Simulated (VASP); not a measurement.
**H2: single point with RPBE+D3(BJ)**

Molecule: H2, in a box.

```
H
1.0
    11.17151    0.00000    0.00000
     0.00000   11.67151    0.00000
     0.00000    0.00000   12.17151
H
2
Direct
  0.50298 0.48780 0.52759
  0.49722 0.51966 0.47427
```

```json
{
  "Program": "VASP 6.6.1",
  "Task": "single point",
  "Functional": "RPBE",
  "Dispersion": "D3(BJ)",
  "Potentials or basis": "VASP PAW PBE potentials, release 64 (H)",
  "Cutoff": "400 eV",
  "k mesh": "1 × 1 × 1",
  "Occupations": "gaussian, width 0.01 eV",
  "Spin": "no spin polarisation",
  "Further INCAR settings": "ALGO = Fast; EDIFF = 1e-06; ISYM = 0"
}
```

```
Largest force                   : 0.109 eV/Å
Gap between the frontier levels : 10.21 eV
Dispersion energy per atom      : -0.006 eV
```

Forces on the atoms (eV/Å):
```
H   -0.009  0.054 -0.094
H    0.009 -0.054  0.094
```

Levels at points of the mesh, in eV from the valence-band top:
```
           k point  band 1  band 2  band 3  band 4
(0.00, 0.00, 0.00)    0.00   10.21   10.56   11.05
```

Wall time 11 s on 4 MPI ranks on AMD EPYC 9R45 (Zen 5), on a shared host, peak memory 0.31 GiB a rank.

Caveat: the PAW data sets were made with another functional, which shifts forces and pressure a little.
